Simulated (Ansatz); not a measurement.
# RbBr: how the settings move a relaxation

How sensitive is a relaxation of RbBr to its settings? A reference run comes first, then one run with altered input.

The COD entry's cell or inner coordinates are ideal or old and differ from later refinements, so a difference from it is no clean test against experiment.

Program: Ansatz 0.2.0. Level of theory: reference: DFT, PBEsol, PAW with Ansatz's default frozen-core files, scalar-relativistic; relaxation of cell and atoms. These are calculated values, not measurements.

## (1) The starting structure

It takes space group Fm-3m (No. 225, cubic). The conventional cell has a = 6.854 Å, b = 6.854 Å, c = 6.854 Å, α = 90.00°, β = 90.00°, γ = 90.00°. Around Rb (site symmetry m-3m) lie 6 Br at 3.43 Å. Br (site symmetry m-3m) has 6 Rb at 3.43 Å as nearest neighbours.

Structure file:

```xyz
2
Lattice="0.0000 3.4270 3.4270 3.4270 0.0000 3.4270 3.4270 3.4270 0.0000" Properties=species:S:1:pos:R:3 pbc="T T T"
Rb    0.0000    0.0000    0.0000
Br    3.4270    3.4270    3.4270
```

## (2) Baseline

input.yaml reads:

```yaml
crystal:
  lattice:
    - [0.0, 3.427, 3.427]
    - [3.427, 0.0, 3.427]
    - [3.427, 3.427, 0.0]
  atoms:
    - { symbol: Rb, position: [0.0, 0.0, 0.0] }
    - { symbol: Br, position: [0.5, 0.5, 0.5] }
kpoints:
  mp_grid: { grid: [8, 8, 8] }
scf:
  occupations: { method: fermi_dirac, width: 0.08 }
hamiltonian:
  xc: pbesol
  pseudopotentials: { kind: paw }
relax:
  f_tol: 0.002
  max_steps: 80
  cell: {}
output:
  forces: true
  stress: true
```

Launch:

```console
> ansatz run input.yaml --threads 1 --pin off --max-ram 3072MiB --backend cpu --events-out ev --progress --plain --runs-dir out
```

## (3) Changed: mp_grid.grid [6, 6, 6], occupations.method fixed, mixing.algorithm msr1, mixing.beta 0.1, mixing.ndim 8

input.yaml: that of step 2 with these lines changed.

```diff
@@ -9,5 +9,6 @@
 kpoints:
-  mp_grid: { grid: [8, 8, 8] }
+  mp_grid: { grid: [6, 6, 6] }
 scf:
-  occupations: { method: fermi_dirac, width: 0.08 }
+  occupations: { method: fixed }
+  mixing: { algorithm: msr1, beta: 0.1, ndim: 8 }
 hamiltonian:
@@ -22 +23,5 @@
   stress: true
+  write_density: true
+  write_potential: true
+  elf: true
+  volumetric_format: npy
```

Q: Predict the outcome of this session. Wanted: for each run, ending; energy change; pressure; gap; force.

The runs gave:

```csv
run,ending,energy change,pressure (GPa),gap (eV),force (eV/Å),cycles,time
reference,converged,0,0.0,4.22,0.00,15,4.8 s
"1: mp_grid.grid [6, 6, 6], occupations.method fixed, mixing.algorithm msr1, mixing.beta 0.1, mixing.ndim 8",converged,0.0 meV/atom (σ→0),0.0,4.22,0.00,17,3.1 s
```

Times don't compare one to one where runs were asked for different outputs or read a saved state (see the inputs); cycles may leave out searches for a lower state.

What this shows: Changing the k-point mesh, smearing and mixing leaves the energy as it was (0.0 meV/atom).

These are semilocal Kohn-Sham gaps, which aren't the measured quantity. Such gaps usually fall short of the measured ones.
